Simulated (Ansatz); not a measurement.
Crystal: Ni.

```
Ni
1.0
     0.00000    1.73757    1.73757
     1.73757    0.00000    1.73757
     1.73757    1.73757    0.00000
Ni
1
Cartesian
  0.0000 0.0000 0.0000
```

| Quantity | Value |
| --- | --- |
| Program | Ansatz 0.2.0 |
| Task | relaxation of cell and atoms |
| Functional | RPBE |
| Potentials or basis | all-electron LAPW, scalar-relativistic |
| Basis error allowed | 0.001 eV/atom |
| k mesh | 13 × 13 × 13 |
| Occupations | fermi-dirac, width 0.05 eV |
| Spin | collinear spin, ferromagnetic start |
| Starting moments | [1.0] μB |

At the start: volume 10.49 Å³/atom.

Question: Where does the relaxation end?

Answer: Over 5 steps the energy falls by 28.9 meV/atom and the volume is 11.20 Å³/atom (+6.7 %); space group Fm-3m (No. 225, to 0.05 Å); moment 0.64 μB per cell.

Step by step:
```csv
step,energy change (eV),largest force (eV/Å),volume (Å³)
1,0.0000,0.0000,10.49
2,-0.0206,0.0000,10.81
3,-0.0288,0.0000,11.16
4,-0.0289,0.0000,11.20
5,-0.0289,0.0000,11.20
```

Final structure:
```xyz
1
Lattice="0.0000 1.7758 1.7758 1.7758 0.0000 1.7758 1.7758 1.7758 0.0000" Properties=species:S:1:pos:R:3 pbc="T T T"
Ni    0.0000    0.0000    0.0000
```
